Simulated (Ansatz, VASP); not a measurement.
One calculation of Ti2O, two programs

```xyz
3
Lattice="2.9194 0.0000 0.0000 -1.4597 2.5283 0.0000 0.0000 0.0000 4.7130" Properties=species:S:1:pos:R:3 pbc="T T T"
Ti    1.4597    0.8428    1.3137
Ti    0.0000    1.6855    3.3993
O     0.0000    0.0000    0.0000
```

Alike in both runs: task relaxation of cell and atoms; functional r2SCAN; k mesh 6 × 6 × 4; occupations gaussian, width 0.1 eV; no spin polarisation.

```csv
,VASP,Ansatz
version,VASP 6.6.1,Ansatz 0.2.0
potentials or method,"VASP PAW PBE potentials, release 64 (Ti_sv, O)","scalar-relativistic, plane waves, PAW"
plane-wave cutoff (eV),600,500
valence electrons in the cell,30,30
```

VASP gave:

| Property | Result |
| --- | --- |
| gap on the k mesh at the Fermi level, each at its own relaxed structure (eV) | none |
| relaxed volume (Å³/atom) | 12.15 |
| relaxed cell length with the largest relative difference (Å) | 2.961 |
| energy change over the relaxation (meV/atom) | -31 |

Q: Which values does Ansatz return?

A: gap on the k mesh at the Fermi level, each at its own relaxed structure (eV): none; relaxed volume (Å³/atom): 12.10; relaxed cell length with the largest relative difference (Å): 2.955; energy change over the relaxation (meV/atom): -29.

A gap of «none» marks a metal or a gap that the smearing closes.

Caveats: the k mesh is coarse (spacing up to 0.41 Å⁻¹), so the values aren't converged; the PAW data sets were made with another functional, which shifts forces and pressure a little (VASP); semilocal functionals often make such compounds metallic where correlation or magnetic order opens a gap, which also shifts bond lengths. Zero-point motion and thermal expansion aren't in these numbers.
